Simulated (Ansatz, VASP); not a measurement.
## Two plane-wave programs on SrTiO3 (pbesol)

```
Sr Ti O
1.0
     3.90528    0.00000    0.00000
     0.00000    3.90528    0.00000
     0.00000    0.00000    3.90528
Sr Ti O
1 1 3
Direct
  0.50000 0.50000 0.50000
  0.00000 0.00000 0.00000
  0.50000 0.00000 0.00000
  0.00000 0.50000 0.00000
  0.00000 0.00000 0.50000
```

Alike in both runs: task single point; functional PBEsol; k mesh 6 × 6 × 6; occupations gaussian, width 0.1 eV; no spin polarisation.

|  | VASP | Ansatz |
| --- | --- | --- |
| version | VASP 6.6.1 | Ansatz 0.2.0 |
| potentials or method | VASP PAW PBE potentials, release 64 (Sr_sv, Ti_sv, O) | scalar-relativistic, plane waves, PAW |
| plane-wave cutoff (eV) | 520 | 420 |
| valence electrons in the cell | 40 | 40 |

|  | VASP | Ansatz | Ansatz less VASP |
| --- | --- | --- | --- |
| gap on the k mesh at the Fermi level (eV) | 1.80 | 1.83 | +0.031 |
| least direct gap on the mesh (eV) | 2.16 | 2.18 | +0.021 |
| pressure (GPa) | -1.3 | -2.0 | -0.65 |

Caveats: the PAW data sets were made with another functional, which shifts forces and pressure a little (VASP). A k mesh can miss the band edges.
